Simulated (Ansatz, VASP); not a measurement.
# One calculation of ZnSe (Stilleite), two programs

The input INCAR:

```
SYSTEM = ZnSe
PREC = Accurate ; ENCUT = 520
EDIFF = 1E-7 ; ISMEAR = -1
SIGMA = 0.05 ; LREAL = .FALSE.
LASPH = .TRUE. ; NELM = 80
ALGO = Normal ; ISIF = 2
LWAVE = .FALSE. ; LCHARG = .FALSE.
GGA = PS ; IVDW = 12
NBANDS = 16
```

Contents of KPOINTS:

```
regular mesh
0
G
  8 8 8
  0 0 0
```

POSCAR

```
ZnSe
1.0
    0.0000000000      2.8525674344      2.8525674344
    2.8525674344      0.0000000000      2.8525674344
    2.8525674344      2.8525674344      0.0000000000
Se Zn
1 1
Direct
    0.7500000000      0.7500000000      0.7500000000
    0.0000000000      0.0000000000      0.0000000000
```

input.yaml

```yaml
crystal:
  lattice:
    - [0.0, 2.8525674344, 2.8525674344]
    - [2.8525674344, 0.0, 2.8525674344]
    - [2.8525674344, 2.8525674344, 0.0]
  atoms:
    - { symbol: Se, position: [0.75, 0.75, 0.75] }
    - { symbol: Zn, position: [0.0, 0.0, 0.0] }
hamiltonian:
  xc: pbesol
  pseudopotentials: { kind: paw }
  dispersion: d3bj
kpoints:
  mp_grid: { grid: [8, 8, 8] }
scf:
  occupations: { method: fermi_dirac, width: 0.05 }
output:
  forces: true
  stress: true
  eigenvalues: true
```

Alike in both runs: task single point; functional PBEsol; dispersion D3(BJ); k mesh 8 × 8 × 8; occupations fermi-dirac, width 0.05 eV; no spin polarisation.

|  | VASP | Ansatz |
| --- | --- | --- |
| version | VASP 6.6.1 | Ansatz 0.2.0 |
| potentials or method | VASP PAW PBE potentials, release 64 (Se, Zn) | Ansatz PAW |
| plane-wave cutoff (eV) | 520 | 420 |
| valence electrons in the cell | 18 | 28 |

VASP gave:

```
gap on the k mesh at the Fermi level (eV) : 1.09
least direct gap on the mesh (eV)         : 1.09
pressure (GPa)                            : -3.9
dispersion energy (meV/atom)              : -278.9
```

Which values does Ansatz return?

gap on the k mesh at the Fermi level (eV): 1.09; least direct gap on the mesh (eV): 1.09; pressure (GPa): -4.2; dispersion energy (meV/atom): -279.0.

The two sets of potentials don't hold the same shells in valence.

Caveats: the PAW data sets were made with another functional, which shifts forces and pressure a little (VASP); the PAW data sets come from PBE, with cores solved anew for the run's functional, which leaves a small shift of forces and pressure (Ansatz).
